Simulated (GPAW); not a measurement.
Runs of GPAW 26.7.0 on CdS (Greenockite). It takes space group P6_3mc (No. 186, hexagonal). Conventional cell: a = 4.150 Å, b = 4.150 Å, c = 6.737 Å, α = 90.00°, β = 90.00°, γ = 120.00°. Cd (site symmetry 3m) is surrounded by 4 S at 2.53 to 2.54 Å. S (site symmetry 3m) has 4 Cd at 2.53 to 2.54 Å as nearest neighbours. 

| task | level | potentials or basis | spin | cell | k mesh | cutoff (eV) | smearing | eps inf used | optimizer | fmax | max steps | band path | mesh quality | gap on the mesh (eV) | pressure (GPa) | relaxed volume (Å³/atom) | largest force (eV/Å) |
| --- | --- | --- | --- | --- | --- | --- | --- | --- | --- | --- | --- | --- | --- | --- | --- | --- | --- |
| one-shot levels on a semilocal density | r2SCAN | GPAW PAW data sets (gpaw-data 1.2.1), pw | off | volume scaled by 1.08 | 4 × 4 × 2 | 400 | fermi-dirac 0.001 eV | 5.786 | - | - | - | - | coarse | 1.43 | - | - | - |
| relaxation of cell and atoms | PBEsol | PAW data sets generated in the run's folder for this functional, pw | off | relaxed | 5 × 5 × 3 | 600 | fermi-dirac 0.05 eV | - | FIRE | 0.01 eV/Å | 40 | - | not flagged | 1.08 | 0.0 | (b) | - |
| electron localisation function | AM05 | PAW data sets generated in the run's folder for this functional, pw | off | as given | 4 × 4 × 2 | 510 | fermi-dirac 0.01 eV | - | - | - | - | - | coarse | 1.16 | -0.8 | - | 0.05 |
| relaxation of cell and atoms | rSCAN+D3(BJ) | GPAW PAW data sets (gpaw-data 1.2.1), pw | off | relaxed | 5 × 5 × 3 | 600 | fermi-dirac 0.05 eV | - | BFGS | 0.01 eV/Å | 60 | - | not flagged | 1.63 | 0.0 | 24.79 | - |
| relaxation of cell and atoms | r2SCAN+D4 | GPAW PAW data sets (gpaw-data 1.2.1), pw | off | relaxed | 5 × 5 × 3 | 600 | fermi-dirac 0.05 eV | - | BFGS | 0.05 eV/Å | 40 | - | not flagged | 1.62 | 0.0 | 25.09 | - |
| band structure | WC | PAW data sets generated in the run's folder for this functional, pw | SOC, no magnetisation | as given | 5 × 5 × 3 | 600 | fermi-dirac 0.05 eV | - | - | - | - | GMKGALHA,LM,KH | not flagged | (a) | -1.1 | - | 0.06 |
| relaxation of cell and atoms | TPSS | GPAW PAW data sets (gpaw-data 1.2.1), pw | off | relaxed to 1 GPa | 5 × 5 × 3 | 600 | fermi-dirac 0.05 eV | - | LBFGS | 0.05 eV/Å | 100 | - | not flagged | 1.36 | 1.1 | - | 0.01 |
| band structure | PW91 | PAW data sets generated in the run's folder for this functional, pw | SOC, no magnetisation | as given | 5 × 5 × 3 | 600 | fermi-dirac 0.05 eV | - | - | - | - | GMKGALHA,LM,KH | not flagged | 1.12 | 1.6 | - | 0.06 |
| electron localisation function | WC | PAW data sets generated in the run's folder for this functional, pw | off | as given | 4 × 4 × 2 | 510 | fermi-dirac 0.01 eV | - | - | - | - | - | coarse | 1.01 | -1.3 | - | 0.05 |
| Born charges | AM05 | PAW data sets generated in the run's folder for this functional, pw | off | relaxed | 4 × 4 × 2 | 510 | fermi-dirac 0.01 eV | - | - | - | - | - | coarse | 1.18 | 0.0 | - | - |
| band structure | LDA | the program's PAW data sets (release 1.2.1) made for this functional, pw | SOC, no magnetisation | as given | 5 × 5 × 3 | 600 | fermi-dirac 0.05 eV | - | - | - | - | GMKGALHA,LM,KH | not flagged | 0.87 | -3.3 | - | 0.06 |

Q: Estimate the missing entries.

A: (a) 1.00; (b) 24.61.

Caveats: some runs use coarse meshes; the PAW data sets were made with another functional, which shifts forces and pressure a little (some runs); later steps reuse the first step's grids (some runs); the cutoff is short for stress and forces, so pressures can be off by a GPa or more (some runs); spin-orbit coupling was added after a scalar SCF, so levels and gaps hold it while energy, forces, pressure and moments don't (some runs); this program's spin-orbit splittings come out too wide for heavy elements (some runs); energy and the plain gap are those of the semilocal run (some runs); the hybrids' values are one shot on its orbitals and mesh (some runs).

A k mesh can miss the band edges, and rows without SOC leave out spin-orbit coupling on Cd.

Runs at the PBE level aren't shown here.
